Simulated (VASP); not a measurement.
**VASP 6.6.1 run: Cu₂O**

INCAR

```
IVDW = 12
PREC = Accurate
NELM = 77
ENCUT = 520
LWAVE = .FALSE.
AMIX = 0.2
LASPH = .TRUE.
GGA = PE
NSW = 0
SIGMA = 0.02
LREAL = .FALSE.
ISIF = 2
NBANDS = 37
BMIX = 0.0001
ISMEAR = -1
IBRION = -1
LCHARG = .FALSE.
ADDGRID = .TRUE.
EDIFF = 1E-7
```

KPOINTS

```
KPOINTS created by Atomic Simulation Environment
0
Gamma
6 6 6
0 0 0
```

POSCAR

```
Cu O
 1.0000000000000000
     4.3734627070999998    0.0000000000000000    0.0000000000000000
     0.0000000000000000    4.3734627070999998    0.0000000000000000
     0.0000000000000000    0.0000000000000000    4.3734627070999998
 Cu  O
   4   2
Cartesian
  1.0933656767750000  1.0933656767750000  3.2800970303249999
  3.2800970303249999  1.0933656767750000  1.0933656767750000
  1.0933656767750000  3.2800970303249999  1.0933656767750000
  3.2800970303249999  3.2800970303249999  3.2800970303249999
  2.1867313535499999  2.1867313535499999  2.1867313535499999
  0.0000000000000000  0.0000000000000000  0.0000000000000000
```

The recommended PBE PAW datasets give the neutral cell 56 valence electrons.

Command

```
mpirun -np 1 vasp_std
```

Q: Predict the outcome of this run.

A: It converged. Results: gap between bands v and c on the k mesh 0.38 eV; least direct gap on the k mesh 0.38 eV; pressure -7.8 GPa. Band v is the last that the valence electrons fill when counted band by band, and c is the next.

OSZICAR

```
N       E                     dE             d eps       ncg     rms          rms(c)
DAV:   1     0.531625920877E+03    0.53163E+03   -0.24881E+04  1488   0.230E+03
DAV:   2     0.581507499359E+02   -0.47348E+03   -0.45144E+03  1490   0.440E+02
DAV:   3    -0.279840664296E+02   -0.86135E+02   -0.81763E+02  1889   0.207E+02
DAV:   4    -0.331502427453E+02   -0.51662E+01   -0.50989E+01  2219   0.578E+01
DAV:   5    -0.331962202489E+02   -0.45978E-01   -0.45960E-01  1992   0.700E+00    0.181E+01
DAV:   6    -0.274229560167E+02    0.57733E+01   -0.16617E+01  2010   0.717E+01    0.390E+00
DAV:   7    -0.273084912608E+02    0.11446E+00   -0.26231E+00  1941   0.133E+01    0.273E+00
DAV:   8    -0.272750589507E+02    0.33432E-01   -0.10983E-01  1998   0.325E+00    0.227E+00
DAV:   9    -0.272370989418E+02    0.37960E-01   -0.42561E-02  2039   0.225E+00    0.145E-01
DAV:  10    -0.272372278368E+02   -0.12890E-03   -0.33238E-03  1895   0.873E-01    0.112E-01
DAV:  11    -0.272373615371E+02   -0.13370E-03   -0.42334E-04  2165   0.206E-01    0.558E-02
DAV:  12    -0.272373204163E+02    0.41121E-04   -0.19154E-04  2040   0.138E-01    0.108E-02
DAV:  13    -0.272373209642E+02   -0.54790E-06   -0.25997E-05  2206   0.455E-02    0.101E-02
DAV:  14    -0.272373193633E+02    0.16009E-05   -0.95549E-06  1998   0.322E-02    0.360E-03
DAV:  15    -0.272373193189E+02    0.44445E-07   -0.10658E-06  2013   0.146E-02    0.407E-04
DAV:  16    -0.272373192979E+02    0.20962E-07   -0.49774E-08   916   0.266E-03
   1 F= -.28945645E+02 E0= -.28945645E+02  d E =-.621992E-06
```

For comparison, a separate PBE run of the intended cell, on usual settings and not on those above, gives a gap of 0.38 eV on its mesh and a pressure of -4.5 GPa.
